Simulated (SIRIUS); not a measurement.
**TiC in SIRIUS: convergence with empty bands**

The system is TiC.

```xyz
2
Lattice="0.0000 2.1657 2.1657 2.1657 0.0000 2.1657 2.1657 2.1657 0.0000" Properties=species:S:1:pos:R:3 pbc="T T T"
Ti    0.1071    0.0449    0.0299
C     2.1406    2.2230    2.2042
```

The cell is a database's computed one.

The cell isn't the ideal one: atoms moved at random, drawn with an rms of 0.15 Å.

```yaml
Program: SIRIUS 7.10.0
Task: single point
Functional: LDA
Potentials_or_basis: PseudoDojo 0.4.1 LDA standard (scalar relativistic)
Cutoff: 1152 eV
Density_cutoff: 4606 eV
k_mesh: 6 × 6 × 6
Occupations: cold, width 0.05 eV
Spin: no spin polarisation
```

These are the settings of the first run; the series varies empty bands, with any setting tied to it.

Hardware: 1 thread of Arm Neoverse V1 (shared host).

```tsv
empty bands	energy less the tightest run (meV/atom)	SCF cycles	CPU time (s)	peak memory (GiB)
1	0.00	26	86	0.46
2	0.00	27	97	0.47
3	0.00	26	88	0.47
4	0.00	31	110	0.47
6	0.00	22	92	0.47
10	0.00	19	110	0.48
16	0.00	16	130	0.5
```

Against the tightest run, the energy stays within 1 meV/atom from 1 on. The tightest run that finished is the yardstick and may itself not be fully converged.

Caveat, for the tightest run too: the k mesh is coarse (spacing up to 0.42 Å⁻¹), so the values aren't converged.
